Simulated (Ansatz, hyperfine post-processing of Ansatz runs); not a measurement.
# Reading the 7Li spectrum of Li2CrO3

Calculated values: DFT, PBEsol+U, plane-wave PAW, default files (PAW set soft_2), collinear spin, scalar-relativistic (Ansatz), contact and point-dipole shifts scaled to 320 K with Θ = 0 K (a pure Curie law); spin-only moments, above the ordering temperature.

```xyz
12
Lattice="2.5771 -4.3123 0.0000 2.5771 4.3123 0.0000 -1.8163 0.0000 4.6578" Properties=species:S:1:pos:R:3 pbc="T T T"
Cr    0.7583    3.5221    4.6284
Cr    1.6665   -3.5221    2.2995
O    -0.2890   -0.5726    3.6481
O    -0.0335    2.1999    3.6007
O     0.6191    0.5726    1.3192
O     0.8747   -2.1999    1.2718
O     2.7004    0.6353    3.4918
O     3.6086   -0.6353    1.1629
Li    2.6067   -2.1231    0.0380
Li    2.6972    0.7101   -0.0260
Li    1.7890   -0.7101    2.3029
Li    1.6985    2.1231    2.3669
```

7Li MAS at 11.7 T (193.6 MHz), 60 kHz, 320 K; contact and dipolar shift alone, no orbital or quadrupolar part; lines under 1.5 % of the strongest are left out. NMR lines, with heights relative to the strongest:

```csv
position (ppm),intensity
-629.4,5.9
-319.5,100
-9.6,7.2
124.6,2.8
434.5,20
744.3,70
1054.2,16
1364.1,4.7
```

**Question.** Which lines are isotropic ones rather than spinning sidebands, and which Li atoms give them?

Sidebands are spaced by 310 ppm (the spinning rate over the resonance of 193.6 MHz). An isotropic line need not be the tallest: it is the area-weighted centre of its own family of sidebands, and the one that stays put when the rate is changed. Isotropic shifts: -319 ppm for atom 9 and the 1 atom equivalent to it (7 Cr through links of 88 to 96° (10) and 165 to 171° (2)), reduced anisotropy -291 ppm; 744 ppm for atom 10 and the 1 atom equivalent to it (7 Cr through links of 85 to 93° (8), 94° (1), 108° (1) and 170° (2)), reduced anisotropy 526 ppm. The families' total areas stand as 1:1; where areas are equal the match rests on the calculation.

[Logs are printed without paths, hosts, clocks, repeated set-up lines and the standing remarks that a program may print on its own settings, such as how far it seeks lower states.]

[Hosts, paths, dates, database ids (printed as entryN), source tags and the programs' standing remarks are cut or masked in the printed files.]
